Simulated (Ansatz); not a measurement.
Runs of Ansatz 0.2.0 on B. It takes space group P4/mmm (No. 123, tetragonal). The conventional cell has a = 2.346 Å, b = 2.346 Å, c = 1.586 Å, α = 90.00°, β = 90.00°, γ = 90.00°. B (site symmetry 4/mmm) has 2 B at 1.59 Å as nearest neighbours. The cell was built by a generator and needn't be a form met in nature.

| level | cutoff (eV) | gap on the mesh (eV) | pressure (GPa) | relaxed volume (Å³/atom) |
| --- | --- | --- | --- | --- |
| revPBE | 420 | none | 0.0 | 8.80 |
| PBE | 420 | none | 0.0 | 8.64 |
| r2SCAN | 500 | none | 0.0 | 8.82 |
| RPBE | 420 | none | 0.0 | 8.85 |
| BLYP | 420 | none | 0.0 | (b) |
| PBEsol | 420 | none | 0.0 | (a) |
| LDA | 420 | none | 0.0 | 8.18 |

Alike in all rows: task relaxation of cell and atoms; potentials or basis Ansatz PAW; no spin polarisation; cell relaxed; k mesh 11 × 11 × 16; smearing fermi-dirac 0.05 eV.

Problem. Fill in the values left out.

Solution. (a) 8.35; (b) 10.11.

Caveats: the plane-wave basis is chosen anew once the cell has moved, so the energies of steps on either side of that aren't comparable; the PAW data sets come from PBE, with cores solved anew for the run's functional, which leaves a small shift of forces and pressure (some runs); the volume moved by over 15 % at a fixed basis, so the end points are rough (some runs).

A gap of «none» marks a metal or a gap under the smearing width.
